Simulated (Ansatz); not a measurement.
**Ionic part of the dielectric constant of AgCl at 4 GPa, mode by mode**

These are results of DFT PBEsol, scalar-relativistic, plane waves, PAW in Ansatz, not measurements. Plane waves to 420 eV; Γ-centred k mesh 10×10×10; fixed occupations. No spin polarisation. Phonons by linear response, acoustic sum rule imposed.

The structure is cubic, space group Fm-3m (No. 225). The conventional cell has a = 5.339 Å, b = 5.339 Å, c = 5.339 Å, α = 90.00°, β = 90.00°, γ = 90.00°. Ag (site symmetry m-3m) has 6 Cl at 2.67 Å as nearest neighbours. Cl (site symmetry m-3m) is surrounded by 6 Ag at 2.67 Å.

The primitive cell has V = 38.05 Å³ and ε∞,yy = 5.753. Each polar mode adds Δε = (4.92064×10⁷/V)·S/ν² along y, with S its oscillator strength in e²/amu, ν in cm⁻¹ and V in Å³.

Question: From these modes, find each Δε and ε0,yy.
```tsv
ν (cm⁻¹)	S_yy (e²/amu)
143.4	0.07302
```

Answer:
```
ν (cm⁻¹)    Δε
   143.4  4.59
```

The sum is 4.590, so ε0,yy = 10.34; the run's tensor has 10.34.

Question: Where do the longitudinal modes lie for a wave vector along y?

Answer: At 192 cm⁻¹. The Lyddane–Sachs–Teller product Π(ν_LO/ν_TO)² = 1.80 matches ε0/ε∞ = 1.80.